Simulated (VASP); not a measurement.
# BN (P4_2/mnm) in VASP: reference runs

Reference runs on BN: the cell as given and a disturbed copy.

Program: VASP 6.6.1. These are calculated values, not measurements. Logs are shortened: lines on timing, memory, paths and dates and some standing lists are left out, and cuts for length are marked.

**1. The structure**

It takes space group P4_2/mnm (No. 136, tetragonal). The conventional cell has a = 4.424 Å, b = 4.424 Å, c = 2.550 Å, α = 90.00°, β = 90.00°, γ = 90.00°. Around N (site symmetry m2m) lie 4 B at 1.54 to 1.60 Å. B (site symmetry m2m) has 4 N at 1.54 to 1.60 Å as nearest neighbours.

Measurements of this composition are mostly on another form, of space group No. 194.

**2. Single point, PBE**

INCAR reads:

```
SYSTEM = BN
  PREC = Accurate
  ENCUT = 520
  EDIFF = 1E-7
  ISMEAR = -1
  SIGMA = 0.05
  LREAL = .FALSE.
  LASPH = .TRUE.
  NELM = 60
  ALGO = Normal
  ISIF = 2
  LWAVE = .FALSE.
  LCHARG = .FALSE.
  GGA = PE
  NBANDS = 26
```

KPOINTS reads:

```
Automatic mesh
0
G
  6 6 10
  0 0 0
```

POSCAR reads:

```
BN
1.0
    4.4242230000      0.0000000000      0.0000000000
    0.0000000000      4.4242230000      0.0000000000
    0.0000000000      0.0000000000      2.5503560000
N B
4 4
Direct
    0.1873990000      0.1873990000      0.5000000000
    0.6873990000      0.3126010000      0.0000000000
    0.3126010000      0.6873990000      0.0000000000
    0.8126010000      0.8126010000      0.5000000000
    0.8257170000      0.1742830000      0.5000000000
    0.6742830000      0.6742830000      0.0000000000
    0.3257170000      0.3257170000      0.0000000000
    0.1742830000      0.8257170000      0.5000000000
```

Potentials or basis: VASP PAW PBE potentials, release 64 (N, B).

Run with:

```bash
$ cat potpaw_PBE.64/N/POTCAR potpaw_PBE.64/B/POTCAR > POTCAR
$ mpirun -np 1 vasp_std > vasp.out
```

OUTCAR:

```text
SYSTEM = BN
   PREC = Accurate
   ENCUT = 520
   EDIFF = 1E-7
   ISMEAR = -1
   LREAL = .FALSE.
   LASPH = .TRUE.
   NELM = 60
   ISIF = 2
   GGA = PE

 ion  position               nearest neighbor table
   1  0.187  0.187  0.500-   7 1.54   7 1.54   8 1.60   5 1.60
   2  0.687  0.313  0.000-   5 1.54   5 1.54   7 1.60   6 1.60
   3  0.313  0.687  0.000-   8 1.54   8 1.54   6 1.60   7 1.60
   4  0.813  0.813  0.500-   6 1.54   6 1.54   8 1.60   5 1.60
   5  0.826  0.174  0.500-   2 1.54   2 1.54   4 1.60   1 1.60
   6  0.674  0.674  0.000-   4 1.54   4 1.54   2 1.60   3 1.60
   7  0.326  0.326  0.000-   1 1.54   1 1.54   3 1.60   2 1.60
   8  0.174  0.826  0.500-   3 1.54   3 1.54   4 1.60   1 1.60

  LATTYP: Found a simple tetragonal cell.
 ALAT       =     4.4242230000
 C/A-ratio  =     0.5764528596

  Lattice vectors:

 A1 = (   4.4242230000,   0.0000000000,   0.0000000000)
 A2 = (   0.0000000000,   4.4242230000,   0.0000000000)
 A3 = (   0.0000000000,   0.0000000000,   2.5503560000)

Analysis of symmetry for initial positions (statically):
=====================================================================
 Subroutine PRICEL returns:
 Original cell was already a primitive cell.

 Routine SETGRP: Setting up the symmetry group for a
 simple tetragonal supercell.

 Subroutine GETGRP returns: Found 16 space group operations
 (whereof  8 operations were pure point group operations)
 out of a pool of 16 trial point group operations.

The static configuration has the point symmetry D_2h.
 The point group associated with its full space group is D_4h.

Analysis of symmetry for dynamics (positions and initial velocities):
=====================================================================
 Subroutine PRICEL returns:
 Original cell was already a primitive cell.

 Routine SETGRP: Setting up the symmetry group for a
 simple tetragonal supercell.

 Subroutine GETGRP returns: Found 16 space group operations
 (whereof  8 operations were pure point group operations)
 out of a pool of 16 trial point group operations.

The dynamic configuration has the point symmetry D_2h.
 The point group associated with its full space group is D_4h.

 Subroutine INISYM returns: Found 16 space group operations
 (whereof  8 operations are pure point group operations),
 and found     1 'primitive' translations

----------------------------------------------------------------------------------------

                                     Primitive cell

  volume of cell :      49.9200

  direct lattice vectors                    reciprocal lattice vectors
     4.424223000  0.000000000  0.000000000     0.226028390  0.000000000  0.000000000
     0.000000000  4.424223000  0.000000000     0.000000000  0.226028390  0.000000000
     0.000000000  0.000000000  2.550356000     0.000000000  0.000000000  0.392102122

  length of vectors
     4.424223000  4.424223000  2.550356000     0.226028390  0.226028390  0.392102122

  position of ions in fractional coordinates (direct lattice)
     0.187399000  0.187399000  0.500000000
     0.687399000  0.312601000  0.000000000
     0.312601000  0.687399000  0.000000000
     0.812601000  0.812601000  0.500000000
     0.825717000  0.174283000  0.500000000
     0.674283000  0.674283000  0.000000000
     0.325717000  0.325717000  0.000000000
     0.174283000  0.825717000  0.500000000

  ion indices of the primitive-cell ions
   primitive index   ion index
                 1           1
                 2           2
                 3           3
                 4           4
                 5           5
                 6           6
                 7           7
                 8           8

----------------------------------------------------------------------------------------

 KPOINTS: Automatic mesh

Automatic generation of k-mesh.
 Grid dimensions read from file:
 generate k-points for:    6    6   10

 Generating k-lattice:

  Cartesian coordinates                     Fractional coordinates (reciprocal lattice)
     0.037671398  0.000000000  0.000000000     0.166666667  0.000000000  0.000000000
     0.000000000  0.037671398  0.000000000     0.000000000  0.166666667  0.000000000
     0.000000000  0.000000000  0.039210212     0.000000000  0.000000000  0.100000000

  Length of vectors
     0.037671398  0.037671398  0.039210212

  Shift w.r.t. Gamma in fractional coordinates (k-lattice)
     0.000000000  0.000000000  0.000000000

 Subroutine IBZKPT returns following result:
 ===========================================

 Found     60 irreducible k-points:

 Following reciprocal coordinates:
            Coordinates               Weight
  0.000000  0.000000  0.000000      1.000000
  0.166667  0.000000  0.000000      4.000000
  0.333333  0.000000  0.000000      4.000000
  0.500000  0.000000  0.000000      2.000000
  0.166667  0.166667  0.000000      4.000000
  0.333333  0.166667  0.000000      8.000000
[... 16 lines left out ...]
  0.333333  0.000000  0.200000      8.000000
  0.500000  0.000000  0.200000      4.000000
 [... further k-points ...]
   k-points           NKPTS =     60   k-points in BZ     NKDIM =     60   number of bands    NBANDS=     26
   number of dos      NEDOS =    301   number of ions     NIONS =      8
   total plane-waves  NPLWV =  25920
   dimension x,y,z NGX =    36 NGY =   36 NGZ =   20
   dimension x,y,z NGXF=    72 NGYF=   72 NGZF=   40
   ions per type =               4   4
   NGX,Y,Z   is equivalent  to a cutoff of  13.53, 13.53, 13.04 a.u.
   NGXF,Y,Z  is equivalent  to a cutoff of  27.05, 27.05, 26.07 a.u.
 SYSTEM =  BN
   PREC   = accura    normal or accurate (medium, high low for compatibility)
   ISTART =      0    job   : 0-new  1-cont  2-samecut
   ICHARG =      2    charge: 1-file 2-atom 10-const
   ISPIN  =      1    spin polarized calculation?
   LNONCOLLINEAR =      F non collinear calculations
   LSORBIT =      F    spin-orbit coupling
   LASPH  =      T    aspherical Exc in radial PAW
   ENCUT  =  520.0 eV  38.22 Ry    6.18 a.u.   8.23  8.23  4.74*2*pi/ulx,y,z
   NELM   =     60;   NELMIN=  2; NELMDL= -5     # of ELM steps
   EDIFF  = 0.1E-06   stopping-criterion for ELM
   LREAL  =      F    real-space projection
   EDIFFG = 0.1E-05   stopping-criterion for IOM
   NSW    =      0    number of steps for IOM
   IBRION =     -1    ionic relax: 0-MD 1-quasi-New 2-CG
   NFREE  =      0    steps in history (QN), initial steepest desc. (CG)
   ISIF   =      2    stress and relaxation
   ISYM   =      2    0-nonsym 1-usesym 2-fastsym
   POTIM  = 0.5000    time-step for ionic-motion
   TEBEG  =    0.0;   TEEND  =   0.0 temperature during run
   PSTRESS=    0.0 pullay stress
   NELECT =      32.0000    total number of electrons
   NUPDOWN=      -1.0000    fix difference up-down
   EMIN   =  10.00;   EMAX   =-10.00  energy-range for DOS
   EFERMI =   0.00;   METHOD = LEGACY
   ISMEAR =    -1;   SIGMA  =   0.05  broadening in eV -4-tet -1-fermi 0-gaus
   EFERMI_NEDOS =   21; number of points for ismear=-14 and -15
   IALGO  =     38    algorithm
   IMIX   =      4    mixing-type and parameters
     AMIX     =   0.40;   BMIX     =  1.00
     AMIX_MAG =   1.60;   BMIX_MAG =  1.00
  volume/ion in A,a.u.               =       6.24        42.11
  Fermi-wavevector in a.u.,A,eV,Ry     =   1.411562  2.667465 27.109698  1.992507
  Thomas-Fermi vector in A             =   2.533400
   LORBIT       =      0    0 simple, 1 ext, 2 COOP (PROOUT), +10 PAW based schemes
   GGA     = PE    functional components
   LHFCALC =     F    Hartree Fock is set to
   AEXX    =    0.0000 exact exchange contribution
   IVDW    =     0    specifies the selected vdW correction
   LEPSILON=     F    determine dielectric tensor
   LRPA    =     F    only Hartree local field effects (RPA)
 non-spin polarized calculation
  energy-cutoff  :      520.00
  volume of cell :       49.92
 maximum number of plane-waves:      1361
 NGX is ok and might be reduce to    36
   NGX = 17   NGY = 17   NGZ =  9

 number of electron      32.0000005 magnetization

 Free energy of the ion-electron system (eV)
  ---------------------------------------------------
  ext. energy  EPLUGINS =         0.00000000
  ---------------------------------------------------
  free energy    TOTEN  =       -68.98945215 eV

  energy without entropy =      -68.98945215  energy(sigma->0) =      -68.98945215

 E-fermi :   7.8666     XC(G=0): -12.4440

 val. band max:        6.8053142075   @ k =   0.0000   0.0000   0.0000
 cond. band min:      11.6148017724   @ k =   0.0000   0.0000   0.3000
 fundamental gap:      4.8094875649
 Fermi energy:         7.8666403483

 k-point     1 :       0.0000    0.0000    0.0000
  band No.  band energies     occupation
      1     -13.1924      2.00000
      2      -9.2144      2.00000
      3      -9.2144      2.00000
      4      -8.9358      2.00000
      5      -3.0018      2.00000
      6      -2.2876      2.00000
[... 18 lines left out ...]
     25      17.0537      0.00000
     26      19.6109      0.00000

 k-point     2 :       0.1667    0.0000    0.0000
  band No.  band energies     occupation
      1     -13.0492      2.00000
      2     -10.0360      2.00000
      3      -9.1231      2.00000
      4      -8.4463      2.00000
      5      -3.1750      2.00000
      6      -1.8570      2.00000
[... 18 lines left out ...]
     25      17.8302      0.00000
     26      19.1976      0.00000

 k-point     3 :       0.3333    0.0000    0.0000
  band No.  band energies     occupation
      1     -12.6255      2.00000
      2     -11.0464      2.00000
      3      -8.8723      2.00000
      4      -8.3192      2.00000
      5      -3.2675      2.00000
      6      -2.1046      2.00000
[... 572 lines left out ...]
 k-point    23 :       0.3333    0.0000    0.2000
  band No.  band energies     occupation
      1     -12.0210      2.00000
      2     -10.5065      2.00000
      3      -8.4474      2.00000
      4      -8.0175      2.00000
      5      -2.7536      2.00000
      6      -1.6966      2.00000
[... 18 lines left out ...]
     25      18.5903      0.00000
     26      19.8095      0.00000

 k-point    24 :       0.5000    0.0000    0.2000
  band No.  band energies     occupation
      1     -11.3623      2.00000
      2     -11.3623      2.00000
      3      -8.1817      2.00000
      4      -8.1817      2.00000
      5      -2.4030      2.00000
      6      -2.4030      2.00000
[... 18 lines left out ...]
     25      18.9898      0.00000
     26      18.9898      0.00000

 [... further k-points ...]

------------------------ aborting loop because EDIFF is reached ----------------------------------------

  FORCE on cell =-STRESS in cart. coord.  units (eV):
  Direction    XX          YY          ZZ          XY          YZ          ZX
  --------------------------------------------------------------------------------------
  -------------------------------------------------------------------------------------
  Total       -0.0179474     -0.0179474     -0.0194695     -0.0000000      0.0000000      0.0000000
  in kB       -0.5760207     -0.5760207     -0.6248698     -0.0000000      0.0000000      0.0000000
  external PRESSURE =      -0.5923037 kB  Pullay stress =       0.0000000 kB

 VOLUME and BASIS-vectors are now :
 -----------------------------------------------------------------------------
  energy-cutoff  :      520.00
  volume of cell :       49.92
      direct lattice vectors                 reciprocal lattice vectors
     4.424223000  0.000000000  0.000000000     0.226028390  0.000000000  0.000000000
     0.000000000  4.424223000  0.000000000     0.000000000  0.226028390  0.000000000
     0.000000000  0.000000000  2.550356000     0.000000000  0.000000000  0.392102122

 POSITION                                       TOTAL-FORCE (eV/Angst)
 -----------------------------------------------------------------------------------
      0.82909      0.82909      1.27518        -0.001641     -0.001641      0.000000
      3.04121      1.38302      0.00000        -0.001641      0.001641     -0.000000
      1.38302      3.04121      0.00000         0.001641     -0.001641      0.000000
      3.59513      3.59513      1.27518         0.001641      0.001641     -0.000000
      3.65316      0.77107      1.27518         0.002139     -0.002139     -0.000000
      2.98318      2.98318      0.00000        -0.002139     -0.002139     -0.000000
      1.44104      1.44104      0.00000         0.002139      0.002139     -0.000000
      0.77107      3.65316      1.27518        -0.002139      0.002139     -0.000000
 -----------------------------------------------------------------------------------
    total drift:                               -0.000000     -0.000000     -0.000000

  FREE ENERGIE OF THE ION-ELECTRON SYSTEM (eV)
  ---------------------------------------------------
  free  energy   TOTEN  =       -68.9894521538 eV

  energy  without entropy=      -68.9894521538  energy(sigma->0) =      -68.98945215
```

Wall time 46 s (1 thread of AMD EPYC 9R45 (Zen 5), shared host); peak memory 0.16 GiB.

Results:

- Free energy: -68.9895 eV
- Pressure: -0.1 GPa
- Largest force: 0.003 eV/Å
- Band gap on the k mesh: 4.81 eV, indirect (least direct gap 5.90 eV)

Forces in eV/Å, atoms in the order of the input:
```
N   -0.002 -0.002  0.000
N   -0.002  0.002  0.000
N    0.002 -0.002  0.000
N    0.002  0.002  0.000
B    0.002 -0.002  0.000
B   -0.002 -0.002  0.000
B    0.002  0.002  0.000
B   -0.002  0.002  0.000
```

Levels at points of the mesh, in eV from the valence-band top:
```
           k point  band 12  band 13  band 14  band 15  band 16  band 17  band 18  band 19  band 20  band 21
(0.00, 0.00, 0.00)    -2.28    -0.42    -0.22     0.00     0.00     7.10     7.54     8.43     8.43     8.69
(0.50, 0.00, 0.00)    -3.38    -1.42    -1.42    -1.26    -1.26     7.97     7.97     8.45     8.45     8.94
(0.50, 0.50, 0.00)    -3.06    -2.63    -2.63    -2.45    -2.45     7.50     7.50     8.33     8.33     8.98
(0.00, 0.00, 0.50)    -4.89    -4.16    -4.16    -3.36    -3.36     6.53     6.53    10.21    10.21    11.45
(0.50, 0.00, 0.50)    -4.54    -3.56    -3.56    -2.19    -2.19     6.84     6.84     8.85     8.85     9.23
(0.50, 0.50, 0.50)    -3.50    -2.96    -2.96    -2.47    -2.47     6.25     6.25     7.01     7.01     8.38
```

A k mesh can miss the band edges. As with any semilocal functional, this PBE gap is likely too small.

(Part 1 of 2 ends here.)
